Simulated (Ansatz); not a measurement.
The system is Al.

```
Al
1.0
     2.81246    0.00000    0.00000
    -1.40623    2.43566    0.00000
     0.00000    0.00000    4.86685
Al
2
Direct
  0.33333 0.66667 0.25000
  0.66667 0.33333 0.75000
```

This isn't the form of Al at room conditions, which is fcc.

- Program: Ansatz 0.2.0
- Task: relaxation of cell and atoms
- Functional: revPBE
- Dispersion: D4
- Potentials or basis: Ansatz PAW
- Cutoff: 420 eV (not typed: the program's choice for these potentials)
- k mesh: 11 × 11 × 6
- Occupations: fermi-dirac, width 0.05 eV
- Spin: no spin polarisation

At the start: volume 16.67 Å³/atom.

Problem. Where does the relaxation end?

Solution. It ends after 6 steps and the volume is 15.77 Å³/atom (-5.4 %); space group P6_3/mmc (No. 194, to 0.05 Å).

Step by step:
```tsv
step	energy change (eV)	largest force (eV/Å)	volume (Å³)
1	0.0000	0.0000	33.34
2	-0.0445	0.0000	31.19
3	-0.0455	0.0000	31.52
4	-0.0455	0.0000	31.58
5	-0.0456	0.0000	31.53
6	-0.0451	0.0000	31.53
```

Final structure:
```
Al
1.0
     2.80293    0.00000    0.00000
    -1.40147    2.42741    0.00000
     0.00000    0.00000    4.63414
Al
2
Direct
  0.33333 0.66667 0.25000
  0.66667 0.33333 0.75000
```

Caveat: the plane-wave basis is chosen anew once the cell has moved, so the energies of steps on either side of that aren't comparable; pairwise dispersion overbinds metals, which lowers pressure and volume; the PAW data sets come from PBE, with cores solved anew for the run's functional, which leaves a small shift of forces and pressure.
